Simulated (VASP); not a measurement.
Given:

```xyz
4
Lattice="1.7870 -3.0952 0.0000 1.7870 3.0952 0.0000 0.0000 0.0000 5.7685" Properties=species:S:1:pos:R:3 pbc="T T T"
In     1.7870    -1.0317     2.8835
In     1.7870     1.0317     5.7678
N      1.7870    -1.0317     5.0713
N      1.7870     1.0317     2.1871
```

These are PBE GGA, VASP's PBE PAW potentials (set 64) (plane waves; VASP) values and carry that method's errors. Settings: 600 eV cut-off, 10×10×6 Γ-centred mesh, first-order Methfessel-Paxton smearing of 0.10 eV, potentials In_d N.

Unless said otherwise, spin-orbit coupling is left out, though it shifts the bands of the heavy elements here.

Problem. Estimate the energy per atom (σ→0), pressure, band gap (on the k-mesh) with the smallest direct gap where there is one.

Solution. 
```
Property                                                    Result
------------------------  ----------------------------------------
band gap (on the k-mesh)  none (metal, semimetal or under 0.01 eV)
energy per atom (σ→0)                       -516.5 kJ/mol of atoms
pressure                                                  1.01 GPa
```

The absolute energy has meaning only against runs of the same code, potentials and settings.

The compound is InN in the wurtzite structure. It was relaxed first under an external pressure of 1 GPa.
